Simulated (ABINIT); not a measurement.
SnSe:

```
Sn Se
1.0
     0.00000    3.01000    3.01000
     3.01000    0.00000    3.01000
     3.01000    3.01000    0.00000
Sn Se
1 1
Direct
  0.00000 0.00000 0.00000
  0.50000 0.50000 0.50000
```

Measurements of this composition are mostly on another form, of space group No. 62.

```yaml
Program: ABINIT 10.8.3 (patched build)
Task: relaxation of cell and atoms
Functional: LDA
Potentials_or_basis: PseudoDojo NC SR LDA v0.4.1 standard
Cutoff: 1170 eV
k_mesh: 6 × 6 × 6
Occupations: fermi-dirac, width 0.05 eV
Spin: no spin polarisation
```

At the start: pressure -3.7 GPa; volume 27.27 Å³/atom.

Problem. Where does the relaxation end?

Solution. Over 5 steps the energy falls by 22.5 meV/atom and the volume is 25.43 Å³/atom (-6.8 %); space group Fm-3m (No. 225, to 0.05 Å).

Step by step:
```csv
step,energy change (eV),largest force (eV/Å),pressure (GPa),volume (Å³)
1,0.0000,0.0000,-3.67,54.54
2,-0.0130,0.0000,-3.16,53.93
3,-0.0446,0.0000,0.38,50.54
4,-0.0450,0.0000,-0.03,50.88
5,-0.0450,0.0000,0.00,50.85
```

Final structure:
```xyz
2
Lattice="0.0000 2.9405 2.9405 2.9405 0.0000 2.9405 2.9405 2.9405 0.0000" Properties=species:S:1:pos:R:3 pbc="T T T"
Sn    0.0000    0.0000    0.0000
Se    2.9405    2.9405    2.9405
```
